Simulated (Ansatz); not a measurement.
Results of LDA in Ansatz (plane waves, PAW) for zinc-blende InN (metastable phase).

Settings: plane-wave cutoff 520 eV, 12×12×12 k mesh, Fermi–Dirac smearing 0.01 eV, scalar-relativistic PAW data made under PBE.

Pressure at four volumes; x = ln(V/15.072 Å³). One pressure is withheld.

| V (Å³/atom) | x | P (GPa) |
|---|---|---|
| 14.168 | -0.0619 | 10.44 |
| 15.072 | 0.0000 | 0.00 |
| 15.675 | 0.0392 | -5.24 |
| 15.976 | 0.0582 | ? |

Pass a parabola P(x) through the three rows shown, estimate the bulk modulus and its pressure derivative near zero pressure, and predict the withheld pressure.

Slopes between the rows: (0.00 − (10.44))/(0.0000 − (-0.0619)) = -168.66 and (-5.24 − (0.00))/(0.0392 − (0.0000)) = -133.67 GPa. Their difference over the span 0.1011 is c = 34.99/0.1011 = 346.1 GPa, so P(x) = 10.44 + (-168.66)(x − (-0.0619)) + 346.1 (x − (-0.0619))(x − (0.0000)). At the middle row B = −dP/dx = −[-168.66 + 346.1 × 0.0619] = 147.2 GPa, and B′ = dB/dP = 2c/B = 4.7. At x = 0.0582 the parabola gives -7.40 GPa; the run gives -7.45 GPa. The Birch–Murnaghan fit to the energies at all volumes has B0 = 146 GPa and B′ = 4.6.

Note: this level leaves the solid without a gap, although one is measured.

Spin–orbit coupling is not included.

Ansatz is an electronic-structure program.
